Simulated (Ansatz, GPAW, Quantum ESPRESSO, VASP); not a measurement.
Fitting the PBEsol energy curve of BaZrO3

```
Ba Zr O
1.0
     4.19134    0.00000    0.00000
     0.00000    4.19134    0.00000
     0.00000    0.00000    4.19134
Ba Zr O
1 1 3
Direct
  0.00000 0.00000 0.00000
  0.50000 0.50000 0.50000
  0.50000 0.50000 0.00000
  0.50000 0.00000 0.50000
  0.00000 0.50000 0.50000
```

The cell was scaled at fixed shape and fractions and run with Ansatz, Ansatz PAW, cutoff 420 eV; PBEsol, k mesh 6 × 6 × 6 on the cell of 5 atoms, fermi-dirac occupations of 0.05 eV, no spin polarisation, no spin-orbit coupling. The potentials were made for PBE. Energies are those that the program minimises, any entropy of the smearing included.

| V (Å³/atom) | energy over the lowest row (meV/atom) |
| --- | --- |
| 13.8426 | 22.27 |
| 14.1371 | 7.84 |
| 14.4316 | 0.67 |
| 14.7261 | 0.00 |
| 15.0207 | 5.00 |
| 15.3152 | ? |
| 15.6097 | 30.14 |

Task: Fit the third-order Birch-Murnaghan form, give V0, B0 and B′, and predict the energy left open.

Result: With y = (V0/V)^(2/3), E = E0 + (9 V0 B0/16) [(y - 1)³ B′ + (y - 1)² (6 - 4y)]. Least squares through the rows shown give V0 = 14.6122 Å³/atom, E0 = -0.48 meV, B0 = 162.8 GPa (1 eV/Å³ = 160.218 GPa) and B′ = 4.53, with a largest miss of 0.04 meV. At V = 15.3152 the form with these constants gives 15.28 meV; the run gave 15.23 meV an atom. Other set-ups at this level, from all their volumes (Å³/atom, GPa): GPAW, PAW data sets generated for this functional: V0 14.597, B0 162.4; Ansatz, all-electron LAPW, scalar-relativistic: V0 14.612, B0 162.9; Quantum ESPRESSO, GBRV 1.5 PBEsol: V0 14.666, B0 163.1; VASP, PBE PAW files Ba_sv, O, Zr_sv, 520 eV (made for PBE): V0 14.733, B0 162.2. Measured volume: 14.73 Å³/atom at 300 K (arxiv:cond-mat/0602127), so the fit lies -0.8 % from it. The runs are for a static lattice.
